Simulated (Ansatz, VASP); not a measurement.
Two plane-wave programs on InPd

```
In Pd
1.0
     3.27188    0.00000    0.00000
     0.00000    3.27188    0.00000
     0.00000    0.00000    3.27188
In Pd
1 1
Direct
  0.00000 0.00000 0.00000
  0.40275 0.40275 0.50000
```

Alike in both runs: task single point; functional PBE; k mesh 14 × 14 × 14; occupations gaussian, width 0.15 eV; no spin polarisation.

|  | VASP | Ansatz |
| --- | --- | --- |
| version | VASP 6.6.1 | Ansatz 0.2.0 |
| potentials or method | VASP PAW PBE potentials, release 64 (In_d, Pd) | scalar-relativistic, plane waves, PAW |
| plane-wave cutoff (eV) | 520 | 420 |
| valence electrons in the cell | 23 | 31 |

Ansatz gave:

```
gap on the k mesh at the Fermi level (eV)       : none
pressure (GPa)                                  : 14.4
largest component of the traceless stress (GPa) : 9.96
rms of the force components (eV/Å)              : 1.627
```

Task: Which values does VASP return?

Result: gap on the k mesh at the Fermi level (eV): none; pressure (GPa): 14.6; largest component of the traceless stress (GPa): 10.03; rms of the force components (eV/Å): 1.640.

Atom by atom the forces differ by 0.013 eV/Å (rms over components). A gap of «none» marks a metal or a gap that the smearing closes. The functional is the same, so the differences come from potentials, cutoffs and numerics. The two sets of potentials don't hold the same shells in valence.

Caveats: forces of over 1 eV/Å show positions far from the minimum, so gaps and moduli don't describe the material at rest.
